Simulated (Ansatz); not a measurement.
Formation energy of KCl

Level of theory: DFT, PBE, scalar-relativistic, no spin polarisation; plane waves to 420 eV with PAW datasets (Ansatz 0.2.0), Γ-centred 10×10×10 mesh, 0.05 eV Gaussian smearing; PAW files: Ansatz's generated set soft_2.

The chain of runs began from a cell as deposited in COD, expanded in volume.

It takes space group Pm-3m (No. 221, cubic). Conventional cell: a = 3.835 Å, b = 3.835 Å, c = 3.835 Å, α = 90.00°, β = 90.00°, γ = 90.00°. K (site symmetry m-3m) has 8 Cl at 3.32 Å as nearest neighbours. Around Cl (site symmetry m-3m) lie 8 K at 3.32 Å. (Shells end 15 % past the nearest neighbour.)

The elements were computed in their standard states (gases as isolated molecules) with the same datasets, cutoff and functional. Total energies depend on the potentials used, so only differences within one code and one set of settings carry meaning.

Energy of the relaxed cell (2 atoms, smearing extrapolated to zero): -2621.070 eV. Elements, in eV/atom: K -1537.782, Cl -1079.444.

Q: What is the formation energy?

A: [-2621.070 − (1 × -1537.782 + 1 × -1079.444)] / 2 = -1.92 eV/atom, or -185 kJ per mole of atoms.

The value is for 0 K, without zero-point energy and without any correction for the binding of gas molecules. Uncorrected semilocal values for oxides, chalcogenides and halides often miss by tenths of an eV an atom. A negative value shows stability against the elements alone, not against other compounds or structures.

Bader charges against formal ones: K +0.84 (+1), Cl −0.84 (−1). The cations give up 84 % of the formal charge; Bader charges stay under formal ones because the anions' density reaches into the cations' basins, though a share this high marks a strongly ionic bond.

Formal charges K⁺, Cl⁻ balance and leave closed shells on every ion, so a band insulator is expected, and the gap is 4.81 eV.

Semilocal functionals underestimate band gaps, commonly by a third or more.
